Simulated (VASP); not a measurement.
# Ba (Pm-3m) in VASP: further runs

Runs on Ba. Level: PBE. Tasks: single point.

Program: VASP 6.6.1. These are calculated values, not measurements. Logs are shortened: lines on timing, memory, paths and dates and some standing lists are left out, and cuts for length are marked.

## 1. Starting point

It takes space group Pm-3m (No. 221, cubic). Conventional cell: a = 3.918 Å, b = 3.918 Å, c = 3.918 Å, α = 90.00°, β = 90.00°, γ = 90.00°. Ba (site symmetry m-3m) has 6 Ba at 3.92 Å as nearest neighbours.

This isn't the form of Ba at room conditions, which is bcc.

## 2. Single point, PBE

The input, INCAR:

```
PREC = Accurate
ENCUT = 400
EDIFF = 1E-6
ISMEAR = 1
SIGMA = 0.2
LREAL = F
LASPH = T
NELM = 100
ALGO = Normal
ISIF = 2
LWAVE = F
LCHARG = F
GGA = PE
ADDGRID = F
```

The input, KPOINTS:

```
regular mesh
0
Gamma
  6 6 6
```

The input, POSCAR:

```
Ba
1.0
    3.9177175405      0.0000000000      0.0000000000
    0.0000000000      3.9177175405      0.0000000000
    0.0000000000      0.0000000000      3.9177175405
Ba
1
Direct
    0.0000000000      0.0000000000      0.0000000000
```

Potentials or basis: VASP PAW PBE potentials, release 64 (Ba_sv).

On the command line:

```bash
$ cat potpaw_PBE.64/Ba_sv/POTCAR > POTCAR
$ mpirun -np 1 vasp_std > vasp.out
```

OUTCAR:

```text
PREC = Accurate
   ENCUT = 400
   EDIFF = 1E-6
   ISMEAR = 1
   LREAL = F
   LASPH = T
   NELM = 100
   ISIF = 2
   GGA = PE

 Found     20 irreducible k-points:

 Following reciprocal coordinates:
            Coordinates               Weight
  0.000000  0.000000  0.000000      1.000000
  0.166667  0.000000  0.000000      6.000000
  0.333333  0.000000  0.000000      6.000000
  0.500000  0.000000  0.000000      3.000000
  0.166667  0.166667  0.000000     12.000000
  0.333333  0.166667  0.000000     24.000000
   k-points           NKPTS =     20   k-points in BZ     NKDIM =     20   number of bands    NBANDS=      9
   number of dos      NEDOS =    301   number of ions     NIONS =      1
   total plane-waves  NPLWV =  21952
   dimension x,y,z NGX =    28 NGY =   28 NGZ =   28
   dimension x,y,z NGXF=    56 NGYF=   56 NGZF=   56
   ions per type =               1
   NGX,Y,Z   is equivalent  to a cutoff of  11.88, 11.88, 11.88 a.u.
   NGXF,Y,Z  is equivalent  to a cutoff of  23.76, 23.76, 23.76 a.u.
 SYSTEM =  unknown system
   PREC   = accura    normal or accurate (medium, high low for compatibility)
   ISTART =      0    job   : 0-new  1-cont  2-samecut
   ICHARG =      2    charge: 1-file 2-atom 10-const
   ISPIN  =      1    spin polarized calculation?
   LNONCOLLINEAR =      F non collinear calculations
   LSORBIT =      F    spin-orbit coupling
   LASPH  =      T    aspherical Exc in radial PAW
   ENCUT  =  400.0 eV  29.40 Ry    5.42 a.u.   6.39  6.39  6.39*2*pi/ulx,y,z
   NELM   =    100;   NELMIN=  2; NELMDL= -5     # of ELM steps
   EDIFF  = 0.1E-05   stopping-criterion for ELM
   LREAL  =      F    real-space projection
   EDIFFG = 0.1E-04   stopping-criterion for IOM
   NSW    =      0    number of steps for IOM
   IBRION =     -1    ionic relax: 0-MD 1-quasi-New 2-CG
   NFREE  =      0    steps in history (QN), initial steepest desc. (CG)
   ISIF   =      2    stress and relaxation
   ISYM   =      2    0-nonsym 1-usesym 2-fastsym
   POTIM  = 0.5000    time-step for ionic-motion
   TEBEG  =    0.0;   TEEND  =   0.0 temperature during run
   PSTRESS=    0.0 pullay stress
   NELECT =      10.0000    total number of electrons
   NUPDOWN=      -1.0000    fix difference up-down
   EMIN   =  10.00;   EMAX   =-10.00  energy-range for DOS
   EFERMI =   0.00;   METHOD = LEGACY
   ISMEAR =     1;   SIGMA  =   0.20  broadening in eV -4-tet -1-fermi 0-gaus
   EFERMI_NEDOS =   21; number of points for ismear=-14 and -15
   IALGO  =     38    algorithm
   IMIX   =      4    mixing-type and parameters
     AMIX     =   0.40;   BMIX     =  1.00
     AMIX_MAG =   1.60;   BMIX_MAG =  1.00
  volume/ion in A,a.u.               =      60.13       405.78
  Fermi-wavevector in a.u.,A,eV,Ry     =   0.900275  1.701272 11.027448  0.810495
  Thomas-Fermi vector in A             =   2.023212
   LORBIT       =      0    0 simple, 1 ext, 2 COOP (PROOUT), +10 PAW based schemes
   GGA     = PE    functional components
   LHFCALC =     F    Hartree Fock is set to
   AEXX    =    0.0000 exact exchange contribution
   IVDW    =     0    specifies the selected vdW correction
   LEPSILON=     F    determine dielectric tensor
   LRPA    =     F    only Hartree local field effects (RPA)
 non-spin polarized calculation
 Methfessel and Paxton  Order N= 1 SIGMA  =   0.20
  energy-cutoff  :      400.00
  volume of cell :       60.13
 maximum number of plane-waves:      1108
 NGX is ok and might be reduce to    28
   NGX = 13   NGY = 13   NGZ = 13

 number of electron      10.0000000 magnetization

 number of electron       9.9999999 magnetization

 Free energy of the ion-electron system (eV)
  ---------------------------------------------------
  ext. energy  EPLUGINS =         0.00000000
  ---------------------------------------------------
  free energy    TOTEN  =        -1.58662088 eV

  energy without entropy =       -1.59207265  energy(sigma->0) =       -1.58843813

 E-fermi :   1.8460     XC(G=0):  -7.5410

 val. band max:        1.8213882961   @ k =   0.5000   0.1667   0.1667
 cond. band min:       1.8947281357   @ k =   0.1667   0.0000   0.0000
 fundamental gap:      0.0733398397
 Fermi energy:         1.8459563651

 k-point     1 :       0.0000    0.0000    0.0000
  band No.  band energies     occupation
      1     -27.3876      2.00000
      2     -12.2013      2.00000
      3     -12.2013      2.00000
      4     -12.2013      2.00000
      5      -0.8509      2.00000
      6       1.7665      1.61701
      7       1.7665      1.61701
      8       6.7176      0.00000
      9       6.7176      0.00000

 k-point     2 :       0.1667    0.0000    0.0000
  band No.  band energies     occupation
      1     -27.3716      2.00000
      2     -12.4062      2.00000
      3     -12.1836      2.00000
      4     -12.1836      2.00000
      5      -0.4495      2.00000
      6       1.8947      0.60055
      7       2.1899     -0.03539
      8       5.8477      0.00000
      9       5.8477      0.00000

 k-point     3 :       0.3333    0.0000    0.0000
  band No.  band energies     occupation
      1     -27.3391      2.00000
      2     -12.7847      2.00000
      3     -12.1478      2.00000
      4     -12.1478      2.00000
      5       0.4266      2.00000
      6       2.1857     -0.03719
      7       2.7882     -0.00000
      8       4.7991     -0.00000
      9       4.7991     -0.00000

 k-point     4 :       0.5000    0.0000    0.0000
  band No.  band energies     occupation
      1     -27.3227      2.00000
      2     -12.9610      2.00000
      3     -12.1297      2.00000
      4     -12.1297      2.00000
      5       1.0591      2.00000
      6       2.3545     -0.00191
      7       2.5794     -0.00000
      8       4.4057     -0.00000
      9       4.4057     -0.00000

 k-point     5 :       0.1667    0.1667    0.0000
  band No.  band energies     occupation
      1     -27.3556      2.00000
      2     -12.3957      2.00000
      3     -12.3752      2.00000
      4     -12.1662      2.00000
      5      -0.0573      2.00000
      6       2.1505     -0.05327
      7       2.4844     -0.00006
      8       4.9060     -0.00000
      9       5.7808     -0.00000

 k-point     6 :       0.3333    0.1667    0.0000
  band No.  band energies     occupation
      1     -27.3234      2.00000
      2     -12.7593      2.00000
      3     -12.3433      2.00000
      4     -12.1308      2.00000
      5       0.7761      2.00000
      6       2.3526     -0.00199
      7       2.8949     -0.00000
      8       4.4133     -0.00000
      9       4.9015     -0.00000

 [... further k-points ...]

------------------------ aborting loop because EDIFF is reached ----------------------------------------

  FORCE on cell =-STRESS in cart. coord.  units (eV):
  Direction    XX          YY          ZZ          XY          YZ          ZX
  --------------------------------------------------------------------------------------
  -------------------------------------------------------------------------------------
  Total        0.0691267      0.0691267      0.0691267      0.0000000      0.0000000      0.0000000
  in kB        1.8418610      1.8418610      1.8418610      0.0000000      0.0000000      0.0000000
  external PRESSURE =       1.8418610 kB  Pullay stress =       0.0000000 kB

 VOLUME and BASIS-vectors are now :
 -----------------------------------------------------------------------------
  energy-cutoff  :      400.00
  volume of cell :       60.13
      direct lattice vectors                 reciprocal lattice vectors
     3.917717540  0.000000000  0.000000000     0.255250663  0.000000000  0.000000000
     0.000000000  3.917717540  0.000000000     0.000000000  0.255250663  0.000000000
     0.000000000  0.000000000  3.917717540     0.000000000  0.000000000  0.255250663

 POSITION                                       TOTAL-FORCE (eV/Angst)
 -----------------------------------------------------------------------------------
      0.00000      0.00000      0.00000         0.000000      0.000000      0.000000
 -----------------------------------------------------------------------------------
    total drift:                               -0.000000      0.000000     -0.000000

  FREE ENERGIE OF THE ION-ELECTRON SYSTEM (eV)
  ---------------------------------------------------
  free  energy   TOTEN  =        -1.5866208787 eV

  energy  without entropy=       -1.5920726473  energy(sigma->0) =       -1.58843813
```

It took 6.5 s on 1 thread of Intel Xeon Platinum 8259CL at 2.50GHz (Skylake/Cascade Lake), shared host; peak memory 0.15 GiB.

These settings aren't checked as converged: the numbers below hold their error.

What came out:

| Quantity | Value |
| --- | --- |
| Free energy | -1.5866 eV |
| Pressure | 0.2 GPa |
| Band gap on the k mesh | none (metal or under the smearing width) |

## 3. Single point, PBE

INCAR is that of step 2.

KPOINTS is that of step 2.

The input, POSCAR:

```
Ba
1.0
    3.9784390000     -0.0454340000      0.0410850000
   -0.0454340000      3.9110040000      0.0402290000
    0.0410850000      0.0402290000      3.8659060000
Ba
1
Direct
   -0.0007550000      0.0095990000     -0.0077320000
```

Potentials or basis: VASP PAW PBE potentials, release 64 (Ba_sv).

On the command line:

```bash
$ cat potpaw_PBE.64/Ba_sv/POTCAR > POTCAR
$ mpirun -np 1 vasp_std > vasp.out
```

OUTCAR:

```text
PREC = Accurate
   ENCUT = 400
   EDIFF = 1E-6
   ISMEAR = 1
   LREAL = F
   LASPH = T
   NELM = 100
   ISIF = 2
   GGA = PE

 Found    112 irreducible k-points:

 Following reciprocal coordinates:
            Coordinates               Weight
  0.000000  0.000000  0.000000      1.000000
  0.166667  0.000000 -0.000000      2.000000
  0.333333  0.000000 -0.000000      2.000000
  0.500000 -0.000000 -0.000000      1.000000
  0.000000  0.166667 -0.000000      2.000000
  0.166667  0.166667 -0.000000      2.000000
   k-points           NKPTS =    112   k-points in BZ     NKDIM =    112   number of bands    NBANDS=      9
   number of dos      NEDOS =    301   number of ions     NIONS =      1
   total plane-waves  NPLWV =  21952
   dimension x,y,z NGX =    28 NGY =   28 NGZ =   28
   dimension x,y,z NGXF=    56 NGYF=   56 NGZF=   56
   ions per type =               1
   NGX,Y,Z   is equivalent  to a cutoff of  11.70, 11.90, 12.04 a.u.
   NGXF,Y,Z  is equivalent  to a cutoff of  23.40, 23.80, 24.08 a.u.
 SYSTEM =  unknown system
   PREC   = accura    normal or accurate (medium, high low for compatibility)
   ISTART =      0    job   : 0-new  1-cont  2-samecut
   ICHARG =      2    charge: 1-file 2-atom 10-const
   ISPIN  =      1    spin polarized calculation?
   LNONCOLLINEAR =      F non collinear calculations
   LSORBIT =      F    spin-orbit coupling
[... 57 lines left out ...]
 val. band max:        1.8365041430   @ k =  -0.1667   0.1667   0.5000
 cond. band min:       1.8800478942   @ k =   0.1667   0.0000  -0.0000
 fundamental gap:      0.0435437512
 Fermi energy:         1.8430581893

 k-point     1 :       0.0000    0.0000    0.0000
  band No.  band energies     occupation
      1     -27.3874      2.00000
      2     -12.2388      2.00000
      3     -12.1964      2.00000
      4     -12.1646      2.00000
      5      -0.8508      2.00000
      6       1.7639      1.61515
      7       1.7747      1.54295
      8       6.6165      0.00000
      9       6.7081      0.00000
[... 49 lines left out ...]
 k-point     6 :       0.1667    0.1667   -0.0000
  band No.  band energies     occupation
      1     -27.3575      2.00000
      2     -12.4039      2.00000
      3     -12.3827      2.00000
      4     -12.1324      2.00000
      5      -0.0529      2.00000
      6       2.1236     -0.06334
      7       2.4483     -0.00016
      8       4.9611     -0.00000
      9       5.8798      0.00000

 [... further k-points ...]
[... 5 lines left out ...]
  --------------------------------------------------------------------------------------
  -------------------------------------------------------------------------------------
  Total       -0.1386308      0.0994355      0.2728230     -0.0344090      0.0292400      0.0311340
  in kB       -3.6937799      2.6494300      7.2692928     -0.9168192      0.7790924      0.8295572
  external PRESSURE =       2.0749810 kB  Pullay stress =       0.0000000 kB

 VOLUME and BASIS-vectors are now :
 -----------------------------------------------------------------------------
  energy-cutoff  :      400.00
  volume of cell :       60.13
      direct lattice vectors                 reciprocal lattice vectors
     3.978439000 -0.045434000  0.041085000     0.251416447  0.002948496 -0.002702616
    -0.045434000  3.911004000  0.040229000     0.002948496  0.255750771 -0.002692703
     0.041085000  0.040229000  3.865906000    -0.002702616 -0.002692703  0.258728319

 POSITION                                       TOTAL-FORCE (eV/Angst)
 -----------------------------------------------------------------------------------
      4.01577      0.03206      3.87745         0.000000     -0.000000      0.000000
 -----------------------------------------------------------------------------------
    total drift:                               -0.000000     -0.000001     -0.000001

  FREE ENERGIE OF THE ION-ELECTRON SYSTEM (eV)
  ---------------------------------------------------
  free  energy   TOTEN  =        -1.5845048995 eV

  energy  without entropy=       -1.5883757134  energy(sigma->0) =       -1.58579517
```

OSZICAR:

```text
N       E                     dE             d eps       ncg     rms          rms(c)
DAV:   1     0.493015778273E+02    0.49302E+02   -0.37801E+03  2024   0.742E+02
DAV:   2     0.377856270197E+00   -0.48924E+02   -0.48400E+02  2372   0.142E+02
DAV:   3    -0.154370999214E+01   -0.19216E+01   -0.19114E+01  2701   0.313E+01
DAV:   4    -0.158558893297E+01   -0.41879E-01   -0.41838E-01  3022   0.393E+00
DAV:   5    -0.158586828274E+01   -0.27935E-03   -0.27931E-03  2872   0.242E-01    0.199E+00
DAV:   6    -0.158412399080E+01    0.17443E-02   -0.68873E-03  2574   0.819E-01    0.117E+00
DAV:   7    -0.158418800471E+01   -0.64014E-04   -0.15641E-02  2380   0.126E+00    0.665E-02
DAV:   8    -0.158450338505E+01   -0.31538E-03   -0.64478E-04  2865   0.198E-01    0.217E-02
DAV:   9    -0.158450626869E+01   -0.28836E-05   -0.19824E-05  3083   0.328E-02    0.513E-03
DAV:  10    -0.158450523248E+01    0.10362E-05   -0.19557E-06  2710   0.111E-02    0.163E-03
DAV:  11    -0.158450489952E+01    0.33296E-06   -0.98411E-08  1514   0.335E-03
   1 F= -.15845049E+01 E0= -.15857952E+01  d E =0.387081E-02
```

It took 25 s on 1 thread of Intel Xeon Platinum 8259CL at 2.50GHz (Skylake/Cascade Lake), shared host; peak memory 0.18 GiB.

These settings aren't checked as converged: the numbers below hold their error.

What came out:

| Quantity | Value |
| --- | --- |
| Free energy | -1.5845 eV |
| Pressure | 0.2 GPa |
| Band gap on the k mesh | none (metal or under the smearing width) |

## 4. The reference run

An earlier run on the cell as given: functional PBE; potentials or basis VASP PAW PBE potentials, release 64 (Ba_sv); cutoff 520 eV; k mesh 7 × 7 × 7; occupations fermi-dirac, width 0.05 eV; no spin polarisation.

- Pressure: 0.4 GPa
- Band gap on the k mesh: 0.15 eV, indirect (least direct gap 0.22 eV)
